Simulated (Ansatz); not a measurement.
# AlNi3 (Pm-3m) in Ansatz: further runs

One crystal, AlNi3, is run at these levels: PBE, PBE+D3(BJ), PBE+D3(BJ)-ATM, PBE+D4; tasks: relaxation of cell and atoms.

Program: Ansatz 0.2.0. These are calculated values, not measurements. Logs are shortened: lines on timing, memory, paths and dates and some standing lists are left out, and cuts for length are marked.

## Step 1: The crystal as given

It takes space group Pm-3m (No. 221, cubic). The conventional cell has a = 3.523 Å, b = 3.523 Å, c = 3.523 Å, α = 90.00°, β = 90.00°, γ = 90.00°. Around Ni (site symmetry 4/mmm) lie 8 Ni at 2.49 Å and 4 Al at 2.49 Å. Around Al (site symmetry m-3m) lie 12 Ni at 2.49 Å.

The cell is a database's computed one.

## Step 2: Relaxation of cell and atoms, PBE, collinear spin, ferromagnetic start

File input.yaml:

```yaml
crystal:
  lattice:
    - [3.5230547267, 0.0, 0.0]
    - [0.0, 3.5230547267, 0.0]
    - [0.0, 0.0, 3.5230547267]
  atoms:
    - { symbol: Ni, position: [0.5, 0.5, 0.0], spin: 1.0 }
    - { symbol: Ni, position: [0.5, 0.0, 0.5], spin: 1.0 }
    - { symbol: Ni, position: [0.0, 0.5, 0.5], spin: 1.0 }
    - { symbol: Al, position: [0.0, 0.0, 0.0] }
hamiltonian:
  xc: pbe
  pseudopotentials: { kind: paw }
magnetization:
  spin_polarized: true
kpoints:
  mp_grid: { grid: [8, 8, 8] }
scf:
  occupations: { method: fermi_dirac, width: 0.05 }
output:
  forces: true
  stress: true
  eigenvalues: true
relax:
  f_tol: 0.01
  max_steps: 40
  cell: { stress_tol: 0.05 }
```

Potentials or basis: Ansatz PAW.

Command:

```bash
$ ansatz run input.yaml --threads 2 --pin off --max-ram 5632MiB --backend cpu --events-out ev --progress --plain --runs-dir out
```

Log:

```text
Warning: RAYON_NUM_THREADS=2 ignored (pool sized by the plan → 2); use --threads N
Engine: ansatz 0.2.0, x86_64-unknown-linux-gnu
Pseudopotentials: kind: paw
Pseudopotential: Ni, paw, valence charge 18, recommended cutoff 420 eV (normal), Ni.paw.azcp
Pseudopotential: Al, paw, valence charge 3, recommended cutoff 420 eV (normal), Al.paw.azcp
Functional definition: PBE
  parameter kappa = 0.804
  parameter beta = 0.06672455060314922
  exchange = pbe_x(kappa = kappa, mu = beta*pi^2/3)
  correlation = pbe_c(beta = beta)
Crystal: 4 atoms, lattice volume = 43.728 Å³
Basis set: ecut = 420 eV, 847 PW (Γ), exchange–correlation on 48×48×48 points (8 copies of the dense FFT grid, shifted against one another)
Bands: 36, of which v1, the nominal top of the filled ones, is band 29 counted from 1 (28 counted from 0)
Symmetry: 48 space group operations
Space group: Pm-3m (ITA 221), of the structure as read, at distance tolerance 3.5e-5 Å
Magnetic group: BNS 221.92 (UNI 1594), of the structure as read, at distance tolerance 3.5e-5 Å
k-points: 35 of 512
Non-local potential: Ni, projectors of the file, l = 0: 3, l = 1: 2, l = 2: 3, l = 3: 1
Non-local potential: Al, projectors of the file, l = 0: 2, l = 1: 2, l = 2: 1
PAW form: soft (Blöchl's): semilocal exchange-correlation on the pseudo side does not see the compensation charge
PAW one-centre angular grid: Ni, 590 points (default); XC on 64 Gauss nodes
PAW one-centre angular grid: Al, 110 points (default); XC on 64 Gauss nodes
Initial density: superposition of atomic densities (chi_scale 0.1, normalization cell)
Starting moments: Σ|m| = 3 μB on 3 of 4 sites
Initial wavefunctions: pseudopotential atomic-orbital guess
Functional: x = pbe(κ = 0.804, μ = 0.2195149727645171), c = pbe(β = 0.06672455060314922)
SCF iter   1: F=—  HF=-18055.170508 eV  |F-HF|=—  |Δ(HF+E_count)|=         —  Δρ=6.82e-2 (↑6.82e-2 ↓3.76e-2)  dr2=2.23e0  dr2_m=3.33e-1  M=1.771 μB ∫|m|=2.281 μB  β_m=0.30  ethr=3.10e-3  ⟨swp⟩=5.8  Hψ=8969  notcnv=0  defer=11
Mixer restart at iter 1: flushing history
preconditioner: auto → Kerker (q_TF=auto, 2.852 Å⁻¹)  [metal: Δε(μ)=0.017 eV  Ē_g=8.043 eV  σ=0.050 eV  W_gap=0.09  n_scr=18 (ndim 8)  ℏωp=32.3 eV  f_vac=0.000  D(μ)=4.54/eV (n_scr^D=56)]
spin=Collinear: Kerker preconditioning applied to the charge; magnetization (m = ρ↑ − ρ↓) channel mixes plain (no charge-response kernel on spin).
SCF iter   2: F=—  HF=-18054.715770 eV  |F-HF|=—  |Δ(HF+E_count)|=   4.55e-1  Δρ=4.59e-2 (↑2.30e-2 ↓4.59e-2)  dr2=3.26e-1  dr2_m=3.85e-1  M=1.511 μB ∫|m|=2.020 μB  β_m=0.33  ethr=3.10e-3  ⟨swp⟩=2.1  Hψ=4265  notcnv=0  defer=103
SCF iter   3: F=—  HF=-18056.091500 eV  |F-HF|=—  |Δ(HF+E_count)|=    1.38e0  Δρ=4.45e-2 (↑2.03e-2 ↓4.45e-2)  dr2=3.60e-1  dr2_m=3.70e-1  M=1.312 μB ∫|m|=1.823 μB  β_m=0.22  ethr=5.72e-4  ⟨swp⟩=2.0  Hψ=3688  notcnv=0  defer=102
SCF iter   4: F=—  HF=-18057.068760 eV  |F-HF|=—  |Δ(HF+E_count)|=   9.77e-1  Δρ=3.49e-2 (↑1.80e-2 ↓3.49e-2)  dr2=2.44e-1  dr2_m=2.52e-1  M=1.196 μB ∫|m|=1.658 μB  β_m=0.41  ethr=5.72e-4  ⟨swp⟩=2.6  Hψ=3973  notcnv=0  defer=108
SCF iter   5: F=—  HF=-18058.070387 eV  |F-HF|=—  |Δ(HF+E_count)|=         —  Δρ=2.59e-2 (↑2.59e-2 ↓2.29e-2)  dr2=5.40e-2  dr2_m=2.26e-1  M=0.841 μB ∫|m|=1.087 μB  β_m=0.78  ethr=4.29e-4  ⟨swp⟩=3.0  Hψ=4387  notcnv=0  defer=109
Mixer restart at iter 5: flushing history
SCF iter   6: F=—  HF=-18058.306267 eV  |F-HF|=—  |Δ(HF+E_count)|=   2.36e-1  Δρ=2.06e-2 (↑3.54e-3 ↓2.06e-2)  dr2=1.73e-1  dr2_m=4.35e-2  M=0.753 μB ∫|m|=0.969 μB  β_m=0.89  ethr=9.48e-5  ⟨swp⟩=2.0  Hψ=3084  notcnv=0  defer=116
SCF iter   7: F=—  HF=-18058.418428 eV  |F-HF|=—  |Δ(HF+E_count)|=   1.12e-1  Δρ=1.31e-2 (↑1.31e-2 ↓7.40e-3)  dr2=7.75e-2  dr2_m=3.82e-3  M=0.738 μB ∫|m|=0.938 μB  β_m=0.79  ethr=9.48e-5  ⟨swp⟩=3.0  Hψ=5292  notcnv=0  defer=116
SCF iter   8: F=—  HF=-18058.383067 eV  |F-HF|=—  |Δ(HF+E_count)|=   3.54e-2  Δρ=9.72e-3 (↑5.22e-3 ↓9.72e-3)  dr2=7.56e-2  dr2_m=2.15e-3  M=0.679 μB ∫|m|=0.861 μB  β_m=0.74  ethr=9.48e-5  ⟨swp⟩=2.4  Hψ=5293  notcnv=0  defer=118
[... 65 lines left out ...]
SCF iter   3: F=—  HF=-18058.402465 eV  |F-HF|=—  |Δ(HF+E_count)|=   1.28e-4  Δρ=4.35e-5 (↑3.94e-5 ↓4.35e-5)  dr2=1.73e-6  dr2_m=2.38e-9  M=0.729 μB ∫|m|=0.916 μB  β_m=0.44  ethr=2.60e-9  ⟨swp⟩=2.0  Hψ=3714  notcnv=0
SCF iter   4: F=—  HF=-18058.402465 eV  |F-HF|=—  |Δ(HF+E_count)|=   2.89e-7  Δρ=3.63e-6 (↑2.62e-6 ↓3.63e-6)  dr2=5.24e-9  dr2_m=3.10e-10  M=0.729 μB ∫|m|=0.916 μB  β_m=0.69  ethr=2.60e-9  ⟨swp⟩=2.0  Hψ=3532  notcnv=0
SCF iter   5: F=—  HF=-18058.402465 eV  |F-HF|=—  |Δ(HF+E_count)|=   1.81e-8  Δρ=5.31e-7 (↑5.31e-7 ↓4.80e-7)  dr2=1.45e-10  dr2_m=7.28e-11  M=0.729 μB ∫|m|=0.916 μB  β_m=0.74  ethr=9.18e-12  ⟨swp⟩=2.0  Hψ=4307  notcnv=0
SCF iter   6: F=—  HF=-18058.402429 eV  |F-HF|=—  |Δ(HF+E_count)|=   3.62e-5  Δρ=4.88e-7 (↑2.73e-7 ↓4.88e-7)  dr2=1.03e-10  dr2_m=1.38e-11  M=0.729 μB ∫|m|=0.916 μB  β_m=0.76  ethr=1.00e-12  ⟨swp⟩=2.5  Hψ=4694  notcnv=0
SCF iter   7: F=—  HF=-18058.402429 eV  |F-HF|=—  |Δ(HF+E_count)|=  5.46e-11  Δρ=1.18e-7 (↑6.86e-8 ↓1.18e-7)  dr2=5.12e-12  dr2_m=1.33e-12  M=0.729 μB ∫|m|=0.916 μB  β_m=0.86  ethr=1.00e-12  ⟨swp⟩=1.0  Hψ=2520  notcnv=0
SCF iter   8: F=-18058.402429 eV  HF=-18058.402429 eV  |F-HF|=7.28e-12  |Δ(HF+E_count)|=  1.09e-11  Δρ=1.06e-7 (↑5.86e-8 ↓1.06e-7)  dr2=8.12e-12  dr2_m=2.70e-13  M=0.729 μB ∫|m|=0.916 μB  ethr=1.00e-12  ⟨swp⟩=2.2  Hψ=7463  notcnv=0
SCF 5 converged in 8 iterations: F = -18058.402429 eV  dr2 = 8.12e-12
relax step   5: F+E_penalty+E_count = -18058.40242869 eV  Δ(F+E_penalty+E_count) = -5.804e-4 eV  max|allowed force component| = 1.897e-29 eV/Å  Δτ_max = 0.0000 Å  P = +0.002 GPa  Ω = 45.384 Å³  stress off target by 1.69e-3 GPa  SCF on the basis re-selected at this cell (its energy is not comparable with the rows above)  (8 SCF iters)
basis re-selected at this cell: Δ(F+E_penalty+E_count) = -5.804e-4 eV, ΔP = +0.001 GPa vs the last step (what re-selecting the basis moved, of the pressure what is left beyond the Pulay correction that the steps carried, after the strain that the cell walked since its last selection, with what the two solves' SCF thresholds leave and, on support functions, any second-order correction that the steps lacked; it is no measure of the basis error at this ecutwfc). This SCF's stress stands 1.69e-3 GPa from its target on what of the cell is left free (relax.cell.stress_tol is 5.00e-2 GPa) and its largest allowed force component is 1.90e-29 eV/Å (relax.f_tol is 1.00e-2 eV/Å): within both
SCF converged after 8 iterations
Magnetization: 0.7290 μB (28.8645 up, 28.1355 down)
Absolute magnetization: 0.9167 μB (∫|ρ↑−ρ↓|, with the PAW one-centre terms)
Spin contamination: 0.0146 ħ² per cell (⟨S²⟩ above its minimum at these occupations)
Per-site moments (μB) at R_I (Å): [(0.2705205825281572, 1.0404209118616627), (0.2705205825281569, 1.0404209118616627), (0.27052058252815686, 1.0404209118616627), (-0.01679069911474119, 1.0404209118616627)]
Free energy (F): -18058.402429 eV
Harris-Foulkes:  -18058.402429 eV  (|F-HF|=7.28e-12)
Internal energy: -18058.373471 eV  (E = F + TS)
E sigma→0 (E₀):  -18058.387950 eV
Entropy (-TS):   -0.028958 eV (-7.239 meV/atom)
Fermi energy:    15.732527 eV
--- Per-component energies (eV) ---
  E_band       = -938.628146
  E_kinetic    = 876.200602
  E_local      = -12035.847941  (includes V_loc(G=0)·N_el)
  E_nonlocal   = 1917.899282
  E_hartree    = 5123.896408
  E_xc         = -296.299516
  E_vxc        = -359.868836  (∫ρ·V_xc dr)
  E_paw        = -5359.329083  (= ΣΔE_a)
  E_vpaw       = -1584.805882  (= ΣTr[D̂ρ^β])
  E_aug_tail   = 0.001412  (compensation charges beyond the density's cutoff)
  E_ewald      = -8284.894634
  E_smearing   = -0.028958  (= −TS)
  E_closure    = -0.000000  (closes the sum)
  Σ components = -18058.402429   (vs F -18058.402429, Δ=0.00e0)
--- Forces (eV/Å), atoms counted from 1 ---
  atom   1  Ni     0.00000000     0.00000000    -0.00000000
  atom   2  Ni    -0.00000000     0.00000000     0.00000000
  atom   3  Ni     0.00000000     0.00000000     0.00000000
  atom   4  Al     0.00000000     0.00000000     0.00000000
  max |Σ_I F_I| component: 1.54e-29 eV/Å
--- Stress (GPa, compression-positive) ---
        0.001686       0.000000      -0.000000
        0.000000       0.001686      -0.000000
       -0.000000      -0.000000       0.001686
  P = ⅓ Tr σ = 0.0017 GPa (0.017 kbar)
--- Band table (eV; the first three rows and the last of 70) ---
  k-point 0 ↑: bands = ["-87.3958", "-87.3677", "-87.3677", "-47.8402", "-47.8402", "-47.8402", "-47.7674", "-47.7674", "-47.7674", "-47.7103", "-47.7103", "-47.7103", "5.7591", "11.4209", "12.0919", "12.0919", "12.4403", "12.4403", "12.4403", "14.3579", "14.3579", "14.3579", "15.1710", "15.1710", "15.4678", "15.6423", "15.6423", "15.6423", "16.5515", "16.5515", "16.5515", "22.2065", "22.2065", "22.9223", "27.8507", "27.8507"]
  k-point 1 ↑: bands = ["-87.3948", "-87.3687", "-87.3677", "-47.8374", "-47.8374", "-47.8356", "-47.7682", "-47.7682", "-47.7676", "-47.7153", "-47.7124", "-47.7124", "5.9490", "11.4686", "11.9770", "12.2105", "12.4712", "12.4712", "12.4838", "14.2523", "14.2523", "14.3106", "15.0553", "15.1727", "15.2766", "15.2766", "15.3995", "15.6424", "15.8577", "17.1634", "17.1634", "22.1965", "22.5985", "23.7246", "26.9048", "26.9048"]
  k-point 2 ↑: bands = ["-87.3922", "-87.3713", "-87.3677", "-47.8300", "-47.8300", "-47.8226", "-47.7706", "-47.7706", "-47.7681", "-47.7294", "-47.7174", "-47.7174", "6.5086", "11.1623", "11.8989", "12.5347", "12.5551", "12.5551", "12.5996", "13.9988", "13.9988", "14.1854", "14.5628", "14.8659", "14.8659", "15.0658", "15.1299", "15.2457", "15.6428", "18.2818", "18.2818", "22.1684", "22.8320", "24.9101", "24.9101", "25.5517"]
  k-point 34 ↓: bands = ["-87.0357", "-87.0357", "-87.0357", "-47.5275", "-47.5275", "-47.5275", "-47.4905", "-47.4163", "-47.4163", "-47.4163", "-47.3257", "-47.3257", "10.1459", "11.9777", "11.9777", "11.9777", "13.6359", "13.6359", "13.6359", "13.9646", "13.9646", "13.9646", "14.5948", "14.5948", "14.5948", "14.8631", "14.8631", "15.4729", "15.8580", "15.8580", "15.8580", "19.1688", "19.8857", "19.8857", "19.8857", "33.6600"]
--- Relaxed structure (4 steps of the walk, 4 accepted, 1 SCFs on fresh bases) ---
  F+E_penalty+E_count = -18058.40242869 eV   max|allowed force component| = 1.897e-29 eV/Å   (the final SCF, on the basis selected at the relaxed cell)
  cell:  # Å, volume = 45.3837 Å³
    - [3.5669754281972024, 7.799013186255604e-34, -1.2438297557500897e-34]
    - [7.799013186255604e-34, 3.5669754281972024, 0.0]
    - [-3.1697597001373255e-34, 0.0, 3.5669754281972024]
  atoms:
    - { symbol: Ni, position: [0.5, 0.5, 2.135409304968458e-37] }
    - { symbol: Ni, position: [0.5, -3.336577039031768e-37, 0.5] }
    - { symbol: Ni, position: [3.2031139573993334e-36, 0.5, 0.5] }
    - { symbol: Al, position: [-2.4913108557397263e-36, 2.3578477742139315e-37, 2.1354093049373747e-37] }
```

It took 29 s on 2 threads of Intel Xeon Platinum 8259CL at 2.50GHz (Skylake/Cascade Lake), shared host; peak memory 0.45 GiB.

What came out:

- Free energy: -18058.4024 eV
- Relaxed volume: 11.35 Å³/atom
- Relaxed cell: a = 3.567 Å, b = 3.567 Å, c = 3.567 Å, α = 90.00°, β = 90.00°, γ = 90.00°
- Space group after relaxing (to 0.05 Å): Pm-3m (No. 221)
- Energy gained by relaxing: 9.2 meV/atom
- Ionic steps: 5
- Pressure after relaxing: 0.0 GPa
- Band gap on the k mesh: none (metal or under the smearing width)
- Net moment: 0.73 μB per cell
- Absolute moment: 0.92 μB per cell
- Site moments: Ni +0.27; Al -0.02 μB

Step by step:
| step | energy change (eV) | largest force (eV/Å) | volume (Å³) |
| --- | --- | --- | --- |
| 1 | 0.0000 | 0.0000 | 43.73 |
| 2 | -0.0277 | 0.0000 | 44.56 |
| 3 | -0.0361 | 0.0000 | 45.33 |
| 4 | -0.0361 | 0.0000 | 45.38 |
| 5 | -0.0367 | 0.0000 | 45.38 |

Final structure:
```xyz
4
Lattice="3.5670 0.0000 0.0000 0.0000 3.5670 0.0000 0.0000 0.0000 3.5670" Properties=species:S:1:pos:R:3 pbc="T T T"
Ni    1.7835    1.7835    0.0000
Ni    1.7835    0.0000    1.7835
Ni    0.0000    1.7835    1.7835
Al    0.0000    0.0000    0.0000
```

Caveat: the plane-wave basis is chosen anew once the cell has moved, so the energies of steps on either side of that aren't comparable.

[end of part 1 of 2]
